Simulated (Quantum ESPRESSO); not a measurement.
Runs of Quantum ESPRESSO 7.5 on InP. Symmetry: F-43m, No. 216, cubic system. The conventional cell has a = 5.861 Å, b = 5.861 Å, c = 5.861 Å, α = 90.00°, β = 90.00°, γ = 90.00°. Around In (site symmetry -43m) lie 4 P at 2.54 Å. P (site symmetry -43m) has 4 In at 2.54 Å as nearest neighbours. 

```csv
task,level,potentials or basis,cell,form of the LDA correlation,pressure (GPa)
dielectric tensor,BLYP,GBRV 1.5 PBE,as given,-,(b)
phonons,LDA,GBRV 1.5 LDA,relaxed to 80 GPa,PZ81,80.6
dielectric tensor,LDA,GBRV 1.5 LDA,as given,PZ81,-1.4
dielectric tensor,AM05,GBRV 1.5 PBE,as given,-,(a)
dielectric tensor,WC,GBRV 1.5 PBE,as given,-,0.6
phonons,LDA,GBRV 1.5 LDA,relaxed to 25 GPa,PZ81,25.8
dielectric tensor,PBEsol,GBRV 1.5 PBEsol,as given,-,0.4
phonons,LDA,GBRV 1.5 LDA,relaxed to 50 GPa,PZ81,50.9
```

Alike in all rows: no spin polarisation; k mesh 6 × 6 × 6, shifted; cutoff (eV) 762; smearing fermi-dirac 0.05 eV.

Q: Estimate the missing entries.

A: (a) 0.8; (b) 6.6.

Caveats: the cell is more than 3 GPa from zero pressure, which shifts response properties (some runs); the potentials were made for another functional, which shifts forces and pressure (some runs).

Runs at the PBE level aren't shown here.
